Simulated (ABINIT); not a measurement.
Runs of ABINIT 10.8.3 (patched build) on TaN. The structure is hexagonal, space group P-6m2 (No. 187). Conventional cell: a = 2.938 Å, b = 2.938 Å, c = 2.883 Å, α = 90.00°, β = 90.00°, γ = 120.00°. Ta (site symmetry -6m2) is surrounded by 6 N at 2.23 Å. N (site symmetry -6m2) has 6 Ta at 2.23 Å as nearest neighbours. 

```csv
task,level,potentials or basis,cell,cutoff (eV),cell freedom (optcell),optimiser (ionmov),cutoff smearing ecutsm (Ha),force stop (Ha/bohr),gap on the mesh (eV),pressure (GPa)
single point,LDA-PZ,PseudoDojo NC SR LDA v0.4.1 standard,as given,952,-,-,-,-,none,-14.2
relaxation of cell and atoms,LDA,PseudoDojo NC SR LDA v0.4.1 standard,relaxed,1143,2,2,0.5,2e-05,none,0.0
single point,LDA,PseudoDojo NC SR LDA v0.4 stringent,as given,1687,-,-,-,-,none,-13.5
single point,LDA,PseudoDojo NC SR LDA v0.4.1 standard,as given,952,-,-,-,-,none,(a)
```

Alike in all rows: no spin polarisation; k mesh 8 × 8 × 7; smearing fermi-dirac 0.05 eV.

Problem. Estimate the missing entries.

Solution. (a) -14.6.

A k mesh can miss the band edges, and the runs leave out spin-orbit coupling on Ta.

A gap of «none» marks a metal or a gap under the smearing width.

Not every run made on this cell is shown here.
